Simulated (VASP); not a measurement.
## InAs in VASP 6.6.1, single-point calculation

INCAR

```
GGA = PE
LREAL = .FALSE.
EDIFF = 1E-7
NBANDS = 16
PREC = Accurate
ISMEAR = -5
LWAVE = .FALSE.
NELM = 56
ISIF = 2
SIGMA = 0.5
LCHARG = .FALSE.
IBRION = -1
ENCUT = 520
LASPH = .TRUE.
NSW = 0
```

KPOINTS

```
KPOINTS created by Atomic Simulation Environment
0
Gamma
8 8 8
0 0 0
```

POSCAR

```
In As
 1.0000000000000000
     0.0000000000000000    3.0545904709000000    3.0698634232000002
     3.0545904709000000    0.0000000000000000    3.0698634232000002
     3.0545904709000000    3.0545904709000000    0.0000000000000000
 In  As
   1   1
Cartesian
  0.0000000000000000  0.0000000000000000  0.0000000000000000
  1.5272952354500000  1.5272952354500000  1.5349317115999996
```

The recommended PBE PAW datasets give the neutral cell 18 valence electrons.

Command

```
mpirun -np 1 vasp_std
```

Problem. How does this run end, and what does it give?

Solution. It converged. Results: gap between bands v and c on the k mesh 0.00 eV; least direct gap on the k mesh 0.00 eV; pressure 1.8 GPa. Band v is the last that the valence electrons fill when counted band by band, and c is the next.

OSZICAR

```
N       E                     dE             d eps       ncg     rms          rms(c)
DAV:   1     0.114072000148E+03    0.11407E+03   -0.84469E+03  1896   0.121E+03
DAV:   2    -0.204421523222E+00   -0.11428E+03   -0.10988E+03  2104   0.298E+02
DAV:   3    -0.777170091342E+01   -0.75673E+01   -0.75384E+01  2424   0.752E+01
DAV:   4    -0.796104130108E+01   -0.18934E+00   -0.18930E+00  2336   0.133E+01
DAV:   5    -0.797034885482E+01   -0.93076E-02   -0.93074E-02  2848   0.260E+00    0.429E+00
DAV:   6    -0.772548423460E+01    0.24486E+00   -0.37137E-01  2968   0.989E+00    0.238E+00
DAV:   7    -0.770315097604E+01    0.22333E-01   -0.11008E-01  2616   0.284E+00    0.712E-01
DAV:   8    -0.770436658342E+01   -0.12156E-02   -0.12628E-02  2408   0.126E+00    0.176E-01
DAV:   9    -0.770498693033E+01   -0.62035E-03   -0.97019E-04  2384   0.276E-01    0.104E-01
DAV:  10    -0.770514752963E+01   -0.16060E-03   -0.18363E-04  2504   0.181E-01    0.578E-02
DAV:  11    -0.770519597050E+01   -0.48441E-04   -0.11221E-04  2248   0.111E-01    0.378E-02
DAV:  12    -0.770519652565E+01   -0.55515E-06   -0.59312E-06  2248   0.253E-02    0.738E-03
DAV:  13    -0.770519689647E+01   -0.37082E-06   -0.18715E-06  2408   0.733E-03    0.313E-03
DAV:  14    -0.770519695326E+01   -0.56790E-07   -0.10927E-07  2168   0.289E-03
   1 F= -.77051970E+01 E0= -.77051970E+01  d E =0.000000E+00
```

For comparison, a separate PBE run of the intended cell, on usual settings and not on those above, gives a gap of 0.00 eV on its mesh and a pressure of 1.8 GPa.
